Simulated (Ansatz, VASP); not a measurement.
Two plane-wave programs on Ag

POSCAR

```
Ag
1.0
    2.7939576771      0.0000000000      0.0000000000
   -1.3969788386      2.4196383255      0.0000000000
    0.0000000000      0.0000000000      2.6106042045
Ag
1
Direct
    0.0000000000      0.0000000000      0.0000000000
```

Contents of INCAR.step1:

```
PREC     = Accurate       # precision mode
ENCUT    = 520            # plane-wave cutoff, eV
ISMEAR   = 0              # smearing method
SIGMA    = 0.1            # smearing width, eV
LREAL    = False          # projectors in reciprocal space
LASPH    = True           # aspherical terms in the spheres
NELM     = 100            # most SCF steps
NBANDS   = 12             # bands
GGA      = PE             # functional
ALGO     = Normal         # electronic algorithm
EDIFF    = 1E-4           # SCF threshold, eV
LWAVE    = True           # write WAVECAR
LCHARG   = False          # write CHGCAR
```

Contents of INCAR.step2:

```
PREC     = Accurate       # precision mode
ENCUT    = 520            # plane-wave cutoff, eV
EDIFF    = 1E-6           # SCF threshold, eV
ISMEAR   = 0              # smearing method
SIGMA    = 0.1            # smearing width, eV
LREAL    = False          # projectors in reciprocal space
LASPH    = True           # aspherical terms in the spheres
NELM     = 100            # most SCF steps
ALGO     = Normal         # electronic algorithm
ISIF     = 2              # what is computed and relaxed
LWAVE    = False          # write WAVECAR
LCHARG   = False          # write CHGCAR
METAGGA  = R2SCAN         # meta-GGA
LMIXTAU  = True         
NBANDS   = 12             # bands
ISTART   = 1
```

The input KPOINTS:

```
Automatic mesh
0
Gamma
  9 9 8
```

Input for Ansatz:

```yaml
crystal:
  lattice:
    - [2.7939576771, 0.0, 0.0]
    - [-1.3969788386, 2.4196383255, 0.0]
    - [0.0, 0.0, 2.6106042045]
  atoms:
    - { symbol: Ag, position: [0.0, 0.0, 0.0] }
basis:
  ecutwfc: 500
kpoints:
  mp_grid: { grid: [9, 9, 8] }
hamiltonian:
  xc: r2scan
scf:
  occupations: { method: gaussian, width: 0.1 }
  lower_state_search: "off"
output:
  forces: true
  stress: true
  eigenvalues: true
```

Alike in both runs: task single point; functional r2SCAN; k mesh 9 × 9 × 8; occupations gaussian, width 0.1 eV; no spin polarisation.

|  | VASP | Ansatz |
| --- | --- | --- |
| version | VASP 6.6.1 | Ansatz 0.2.0 |
| potentials or method | VASP PAW PBE potentials, release 64 (Ag) | scalar-relativistic, plane waves, PAW |
| plane-wave cutoff (eV) | 520 | 500 |
| valence electrons in the cell | 11 | 19 |

```csv
,VASP,Ansatz,Ansatz less VASP
gap on the k mesh at the Fermi level (eV),none,none,-
pressure (GPa),6.6,6.3,-0.27
largest component of the traceless stress (GPa),7.85,7.74,-0.113
```

A gap of «none» marks a metal or a gap that the smearing closes. The two sets of potentials don't hold the same shells in valence.

Caveats: the PAW data sets were made with another functional, which shifts forces and pressure a little (VASP).
